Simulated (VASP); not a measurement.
# SnSe (Pm-3m) in VASP: settings compared

Aim: see how the results for SnSe move with the level of theory and the settings. Levels: HSE06, PBEsol. Tasks: single point.

All numbers are computed with VASP 6.6.1; they aren't measurements. Logs are shortened: lines on timing, memory, paths and dates and some standing lists are left out, and cuts for length are marked.

### 1 The structure

Symmetry: Pm-3m, No. 221, cubic system. The conventional cell has a = 3.665 Å, b = 3.665 Å, c = 3.665 Å, α = 90.00°, β = 90.00°, γ = 90.00°. Sn (site symmetry m-3m) is surrounded by 8 Se at 3.17 Å. Se (site symmetry m-3m) is surrounded by 8 Sn at 3.17 Å.

The cell was built by a generator and needn't be a form met in nature.

### 2 Single point, HSE06

Contents of POSCAR:

```
SnSe
1.0
    3.6653564515      0.0000000000      0.0000000000
    0.0000000000      3.6653564515      0.0000000000
    0.0000000000      0.0000000000      3.6653564515
Sn Se
1 1
Direct
    0.0000000000      0.0000000000      0.0000000000
    0.5000000000      0.5000000000      0.5000000000
```

Contents of INCAR.step1:

```
PREC = Accurate
ENCUT = 520
EDIFF = 1E-5
ISMEAR = -1
SIGMA = 0.02
LREAL = F
LASPH = T
NELM = 100
ALGO = Normal
ISIF = 2
LWAVE = T
GGA = PE
NBANDS = 17
```

Contents of INCAR.step2:

```
PREC = Accurate
ENCUT = 520
EDIFF = 1E-6
ISMEAR = -1
SIGMA = 0.02
LREAL = F
LASPH = T
NELM = 100
ALGO = Normal
ISIF = 2
LWAVE = F
LCHARG = T
GGA = PE
LHFCALC = T
HFSCREEN = 0.2079
PRECFOCK = Normal
LELF = T
LVHAR = T
ISTART = 1
NBANDS = 17
```

Contents of KPOINTS:

```
regular mesh
0
Gamma
  4 4 4
```

Potentials or basis: VASP PAW PBE potentials, release 64 (Sn_d, Se).

Command:

```sh
$ cat potpaw_PBE.64/Sn_d/POTCAR potpaw_PBE.64/Se/POTCAR > POTCAR
$ cp INCAR.step1 INCAR
$ mpirun -np 1 vasp_std > vasp.out
$ cp INCAR.step2 INCAR
$ mpirun -np 1 vasp_std > vasp.out
```

OUTCAR:

```text
PREC = Accurate
   ENCUT = 520
   EDIFF = 1E-6
   ISMEAR = -1
   LREAL = F
   LASPH = T
   NELM = 100
   ISIF = 2
   GGA = PE
   LHFCALC = T
   HFSCREEN = 0.2079
   PRECFOCK = Normal
   ISTART = 1

 ion  position               nearest neighbor table
   1  0.000  0.000  0.000-   2 3.17   2 3.17   2 3.17   2 3.17   2 3.17   2 3.17   2 3.17   2 3.17

   2  0.500  0.500  0.500-   1 3.17   1 3.17   1 3.17   1 3.17   1 3.17   1 3.17   1 3.17   1 3.17

  LATTYP: Found a simple cubic cell.
 ALAT       =     3.6653564515

  Lattice vectors:

 A1 = (   3.6653564515,   0.0000000000,   0.0000000000)
 A2 = (   0.0000000000,   3.6653564515,   0.0000000000)
 A3 = (   0.0000000000,   0.0000000000,   3.6653564515)

Analysis of symmetry for initial positions (statically):
=====================================================================
 Subroutine PRICEL returns:
 Original cell was already a primitive cell.

 Routine SETGRP: Setting up the symmetry group for a
 simple cubic supercell.

 Subroutine GETGRP returns: Found 48 space group operations
 (whereof 48 operations were pure point group operations)
 out of a pool of 48 trial point group operations.

The static configuration has the point symmetry O_h .

Analysis of symmetry for dynamics (positions and initial velocities):
=====================================================================
 Subroutine PRICEL returns:
 Original cell was already a primitive cell.

 Routine SETGRP: Setting up the symmetry group for a
 simple cubic supercell.

 Subroutine GETGRP returns: Found 48 space group operations
 (whereof 48 operations were pure point group operations)
 out of a pool of 48 trial point group operations.

The dynamic configuration has the point symmetry O_h .

 Subroutine INISYM returns: Found 48 space group operations
 (whereof 48 operations are pure point group operations),
 and found     1 'primitive' translations

----------------------------------------------------------------------------------------

                                     Primitive cell

  volume of cell :      49.2435

  direct lattice vectors                    reciprocal lattice vectors
     3.665356452  0.000000000  0.000000000     0.272824762  0.000000000  0.000000000
     0.000000000  3.665356452  0.000000000     0.000000000  0.272824762  0.000000000
     0.000000000  0.000000000  3.665356452     0.000000000  0.000000000  0.272824762

  length of vectors
     3.665356452  3.665356452  3.665356452     0.272824762  0.272824762  0.272824762

  position of ions in fractional coordinates (direct lattice)
     0.000000000  0.000000000  0.000000000
     0.500000000  0.500000000  0.500000000

  ion indices of the primitive-cell ions
   primitive index   ion index
                 1           1
                 2           2

----------------------------------------------------------------------------------------

 KPOINTS: regular mesh

Automatic generation of k-mesh.
 Grid dimensions read from file:
 generate k-points for:    4    4    4

 Generating k-lattice:

  Cartesian coordinates                     Fractional coordinates (reciprocal lattice)
     0.068206190  0.000000000  0.000000000     0.250000000  0.000000000  0.000000000
     0.000000000  0.068206190  0.000000000     0.000000000  0.250000000  0.000000000
     0.000000000  0.000000000  0.068206190     0.000000000  0.000000000  0.250000000

  Length of vectors
     0.068206190  0.068206190  0.068206190

  Shift w.r.t. Gamma in fractional coordinates (k-lattice)
     0.000000000  0.000000000  0.000000000

 Subroutine IBZKPT returns following result:
 ===========================================

 Found     10 irreducible k-points:

 Following reciprocal coordinates:
            Coordinates               Weight
  0.000000  0.000000  0.000000      1.000000
  0.250000  0.000000  0.000000      6.000000
  0.500000  0.000000  0.000000      3.000000
  0.250000  0.250000  0.000000     12.000000
  0.500000  0.250000  0.000000     12.000000
  0.500000  0.500000  0.000000      3.000000
  0.250000  0.250000  0.250000      8.000000
  0.500000  0.250000  0.250000     12.000000
  0.500000  0.500000  0.250000      6.000000
  0.500000  0.500000  0.500000      1.000000
   k-points           NKPTS =     10   k-points in BZ     NKDIM =     64   number of bands    NBANDS=     17
   number of dos      NEDOS =    301   number of ions     NIONS =      2
   total plane-waves  NPLWV =  21952
   dimension x,y,z NGX =    28 NGY =   28 NGZ =   28
   dimension x,y,z NGXF=    56 NGYF=   56 NGZF=   56
   ions per type =               1   1
   NGX,Y,Z   is equivalent  to a cutoff of  12.70, 12.70, 12.70 a.u.
   NGXF,Y,Z  is equivalent  to a cutoff of  25.40, 25.40, 25.40 a.u.
 SYSTEM =  unknown system
   PREC   = accura    normal or accurate (medium, high low for compatibility)
   ISTART =      1    job   : 0-new  1-cont  2-samecut
   ICHARG =      0    charge: 1-file 2-atom 10-const
   ISPIN  =      1    spin polarized calculation?
   LNONCOLLINEAR =      F non collinear calculations
   LSORBIT =      F    spin-orbit coupling
   LASPH  =      T    aspherical Exc in radial PAW
   ENCUT  =  520.0 eV  38.22 Ry    6.18 a.u.   6.82  6.82  6.82*2*pi/ulx,y,z
   NELM   =    100;   NELMIN=  2; NELMDL=  0     # of ELM steps
   EDIFF  = 0.1E-05   stopping-criterion for ELM
   LREAL  =      F    real-space projection
   EDIFFG = 0.1E-04   stopping-criterion for IOM
   NSW    =      0    number of steps for IOM
   IBRION =     -1    ionic relax: 0-MD 1-quasi-New 2-CG
   NFREE  =      0    steps in history (QN), initial steepest desc. (CG)
   ISIF   =      2    stress and relaxation
   ISYM   =      3    0-nonsym 1-usesym 2-fastsym
   POTIM  = 0.5000    time-step for ionic-motion
   TEBEG  =    0.0;   TEEND  =   0.0 temperature during run
   PSTRESS=    0.0 pullay stress
   NELECT =      20.0000    total number of electrons
   NUPDOWN=      -1.0000    fix difference up-down
   EMIN   =  10.00;   EMAX   =-10.00  energy-range for DOS
   EFERMI =   0.00;   METHOD = LEGACY
   ISMEAR =    -1;   SIGMA  =   0.02  broadening in eV -4-tet -1-fermi 0-gaus
   EFERMI_NEDOS =   21; number of points for ismear=-14 and -15
   IALGO  =     38    algorithm
   IMIX   =      1    mixing-type and parameters
     AMIX     =   0.40;   BMIX     =  1.00
     AMIX_MAG =   1.60;   BMIX_MAG =  1.00
  volume/ion in A,a.u.               =      24.62       166.16
  Fermi-wavevector in a.u.,A,eV,Ry     =   1.212370  2.291048 19.998410  1.469842
  Thomas-Fermi vector in A             =   2.347856
   LORBIT       =      0    0 simple, 1 ext, 2 COOP (PROOUT), +10 PAW based schemes
   GGA     = PE    functional components
   LHFCALC =     T    Hartree Fock is set to
   PRECFOCK=normal    Normal, Fast or Accurate (Low or Medium for compatibility)
   ENCUT4O =  -1.0   cutoff for four orbital integrals eV
   NKREDX  =     1    reduce k-point grid by
   NKREDY  =     1    reduce k-point grid by
   NKREDZ  =     1    reduce k-point grid by
   AEXX    =    0.2500 exact exchange contribution
   HFSCREEN=    0.2079 screening length (either q_TF or 0.3 A-1)
   HFSCREENC=   0.2079 screening length for correlation (either q_TF or 0.3 A-1)
   ENCUTFOCK=  -1.0 apply spherical cutoff to Coloumb kernel
   IVDW    =     0    specifies the selected vdW correction
   LEPSILON=     F    determine dielectric tensor
   LRPA    =     F    only Hartree local field effects (RPA)
 non-spin polarized calculation
  energy-cutoff  :      520.00
  volume of cell :       49.24
 maximum number of plane-waves:      1357
 NGX is ok and might be reduce to    28
  NGX = 24; NGY = 24; NGZ = 24

 number of electron      19.9999988 magnetization

 Free energy of the ion-electron system (eV)
  ---------------------------------------------------
  ext. energy  EPLUGINS =         0.00000000
  ---------------------------------------------------
  free energy    TOTEN  =        -9.09811397 eV

  energy without entropy =       -9.09811035  energy(sigma->0) =       -9.09811216

 E-fermi :   6.1993     XC(G=0):  -8.4643

 val. band max:        5.9846791083   @ k =   0.2500   0.2500   0.0000
 cond. band min:       6.3861290959   @ k =   0.5000   0.0000   0.0000
 fundamental gap:      0.4014499875
 Fermi energy:         6.1992777529

 k-point     1 :       0.0000    0.0000    0.0000
  band No.  band energies     occupation
      1     -17.8941      2.00000
      2     -17.8941      2.00000
      3     -17.8192      2.00000
      4     -17.8192      2.00000
      5     -17.8192      2.00000
      6      -9.0369      2.00000
[... 9 lines left out ...]
     16      19.6228      0.00000
     17      19.6228      0.00000

 k-point     2 :       0.2500    0.0000    0.0000
  band No.  band energies     occupation
      1     -17.8926      2.00000
      2     -17.8640      2.00000
      3     -17.8297      2.00000
      4     -17.8297      2.00000
      5     -17.8182      2.00000
      6      -8.5467      2.00000
[... 9 lines left out ...]
     16      17.1060      0.00000
     17      19.3262      0.00000

 k-point     3 :       0.5000    0.0000    0.0000
  band No.  band energies     occupation
      1     -17.8911      2.00000
      2     -17.8403      2.00000
      3     -17.8403      2.00000
      4     -17.8339      2.00000
      5     -17.8172      2.00000
      6      -7.8553      2.00000
[... 9 lines left out ...]
     16      20.5856      0.00000
     17      20.7212      0.00000

 k-point     4 :       0.2500    0.2500    0.0000
  band No.  band energies     occupation
      1     -17.8772      2.00000
      2     -17.8473      2.00000
      3     -17.8433      2.00000
      4     -17.8288      2.00000
      5     -17.8275      2.00000
      6      -8.0952      2.00000
[... 9 lines left out ...]
     16      16.3989      0.00000
     17      16.6552      0.00000
[... 63 lines left out ...]
      1     -17.8547      2.00000
      2     -17.8517      2.00000
      3     -17.8449      2.00000
      4     -17.8382      2.00000
      5     -17.8148      2.00000
      6      -7.1917      2.00000
[... 9 lines left out ...]
     16      17.2289      0.00000
     17      19.7104      0.00000

 k-point     9 :       0.5000    0.5000    0.2500
  band No.  band energies     occupation
      1     -17.8682      2.00000
      2     -17.8497      2.00000
      3     -17.8497      2.00000
      4     -17.8293      2.00000
      5     -17.7978      2.00000
      6      -6.8395      2.00000
[... 9 lines left out ...]
     16      18.8705      0.00000
     17      20.9208      0.00000

 k-point    10 :       0.5000    0.5000    0.5000
  band No.  band energies     occupation
      1     -17.8634      2.00000
      2     -17.8634      2.00000
      3     -17.8634      2.00000
      4     -17.7970      2.00000
      5     -17.7970      2.00000
      6      -6.5963      2.00000
[... 9 lines left out ...]
     16      21.4088      0.00000
     17      25.2237      0.00000

------------------------ aborting loop because EDIFF is reached ----------------------------------------

  FORCE on cell =-STRESS in cart. coord.  units (eV):
  Direction    XX          YY          ZZ          XY          YZ          ZX
  --------------------------------------------------------------------------------------
  -------------------------------------------------------------------------------------
  Total        0.0338967      0.0338967      0.0338967     -0.0000000      0.0000000     -0.0000000
  in kB        1.1028582      1.1028582      1.1028582     -0.0000000      0.0000000     -0.0000000
  external PRESSURE =       1.1028582 kB  Pullay stress =       0.0000000 kB

 VOLUME and BASIS-vectors are now :
 -----------------------------------------------------------------------------
  energy-cutoff  :      520.00
  volume of cell :       49.24
      direct lattice vectors                 reciprocal lattice vectors
     3.665356452  0.000000000  0.000000000     0.272824762  0.000000000  0.000000000
     0.000000000  3.665356452  0.000000000     0.000000000  0.272824762  0.000000000
     0.000000000  0.000000000  3.665356452     0.000000000  0.000000000  0.272824762

 POSITION                                       TOTAL-FORCE (eV/Angst)
 -----------------------------------------------------------------------------------
      0.00000      0.00000      0.00000         0.000000      0.000000      0.000000
      1.83268      1.83268      1.83268         0.000000      0.000000      0.000000
 -----------------------------------------------------------------------------------
    total drift:                               -0.000001     -0.000003     -0.000001

  FREE ENERGIE OF THE ION-ELECTRON SYSTEM (eV)
  ---------------------------------------------------
  free  energy   TOTEN  =        -9.0981139735 eV

  energy  without entropy=       -9.0981103469  energy(sigma->0) =       -9.09811216
```

Wall time 9.6 min (1 thread of AMD EPYC 9R45 (Zen 5), shared host); peak memory 0.24 GiB.

Results:

* Free energy: -9.0981 eV
* Pressure: 0.1 GPa
* Band gap on the k mesh: none (metal or under the smearing width)

Caveat: the k mesh is coarse (spacing up to 0.43 Å⁻¹), so the values aren't converged, least of all with exact exchange; the PAW data sets were made with another functional, which shifts forces and pressure a little.

### 3 Single point, PBEsol

Contents of INCAR:

```
SYSTEM = SnSe
ALGO = Fast ; EDIFF = 1E-6
ENCUT = 520 ; GGA = PS
ISIF = 2 ; ISMEAR = -1
LASPH = .True. ; LCHARG = .True.
LELF = .True. ; LREAL = .False.
LVHAR = .True. ; LWAVE = .False.
NBANDS = 17 ; NELM = 100
PREC = Accurate ; SIGMA = 0.02
```

Contents of KPOINTS:

```
k-points
0
Gamma
  6 6 6
  0 0 0
```

POSCAR is that of step 2.

Potentials or basis: VASP PAW PBE potentials, release 64 (Sn_d, Se).

Command:

```sh
$ cat potpaw_PBE.64/Sn_d/POTCAR potpaw_PBE.64/Se/POTCAR > POTCAR
$ mpirun -np 1 vasp_std > vasp.out
```

It took 13 s on 1 thread of AMD EPYC 9R45 (Zen 5), shared host; peak memory 0.13 GiB.

It converged, with:

```yaml
Free_energy: -8.5298 eV
Pressure: -2.4 GPa
Band_gap_on_the_k_mesh: none (metal or under the smearing width)
```

Levels at points of the mesh, in eV from the Fermi level:
| k point | band 7 | band 8 | band 9 | band 10 | band 11 | band 12 | band 13 | band 14 |
| --- | --- | --- | --- | --- | --- | --- | --- | --- |
| (0.00, 0.00, 0.00) | -5.66 | -1.79 | -1.79 | -1.79 | 4.40 | 4.40 | 6.18 | 6.18 |
| (0.50, 0.00, 0.00) | -8.34 | -0.49 | -0.49 | -0.05 | 0.53 | 3.17 | 3.17 | 6.40 |
| (0.50, 0.50, 0.00) | -6.03 | -4.97 | -4.97 | -0.06 | 4.19 | 4.19 | 4.84 | 6.50 |
| (0.50, 0.50, 0.50) | -4.42 | -2.94 | -2.94 | -2.94 | -1.06 | -1.06 | -1.06 | 14.09 |

Caveat: the PAW data sets were made with another functional, which shifts forces and pressure a little.
